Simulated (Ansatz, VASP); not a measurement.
**ZrC in VASP and in Ansatz**

File INCAR:

```
PREC = Accurate
ENCUT = 520
EDIFF = 1E-6
ISMEAR = -1
SIGMA = 0.05
LREAL = F
LASPH = T
NELM = 100
ALGO = Normal
ISIF = 2
LWAVE = F
LCHARG = F
GGA = PE
NBANDS = 24
```

KPOINTS

```
regular mesh
0
Gamma
  9 9 5
```

File POSCAR:

```
ZrC
1.0
    3.4139370341      0.0000000000      0.0000000000
   -1.7069685171      2.9565561985      0.0000000000
    0.0000000000      0.0000000000      5.3250874846
Zr C
2 2
Direct
    0.6666666667      0.3333333333      0.7500000000
    0.3333333333      0.6666666667      0.2500000000
    0.0000000000      0.0000000000      0.5000000000
    0.0000000000      0.0000000000      0.0000000000
```

The input input.yaml:

```yaml
crystal:
  lattice:
    - [3.4139370341, 0.0, 0.0]
    - [-1.7069685171, 2.9565561985, 0.0]
    - [0.0, 0.0, 5.3250874846]
  atoms:
    - { symbol: Zr, position: [0.6666666667, 0.3333333333, 0.75] }
    - { symbol: Zr, position: [0.3333333333, 0.6666666667, 0.25] }
    - { symbol: C, position: [0.0, 0.0, 0.5] }
    - { symbol: C, position: [0.0, 0.0, 0.0] }
hamiltonian:
  xc: pbe
  pseudopotentials: { kind: paw }
kpoints:
  mp_grid: { grid: [9, 9, 5] }
scf:
  occupations: { method: fermi_dirac, width: 0.05 }
output:
  forces: true
  stress: true
  eigenvalues: true
```

The cell comes from a database or a generator and needn't be the stable form of this composition.

Alike in both runs: task single point; functional PBE; k mesh 9 × 9 × 5; occupations fermi-dirac, width 0.05 eV; no spin polarisation.

```csv
,VASP,Ansatz
version,VASP 6.6.1,Ansatz 0.2.0
potentials or method,"VASP PAW PBE potentials, release 64 (Zr_sv, C)",Ansatz PAW
plane-wave cutoff (eV),520,420
valence electrons in the cell,32,32
```

```csv
,VASP,Ansatz,Ansatz less VASP
gap on the k mesh at the Fermi level (eV),none,none,-
pressure (GPa),-6.0,-6.2,-0.22
largest component of the traceless stress (GPa),1.76,1.77,+0.009
```

A gap of «none» marks a metal or a gap that the smearing closes.
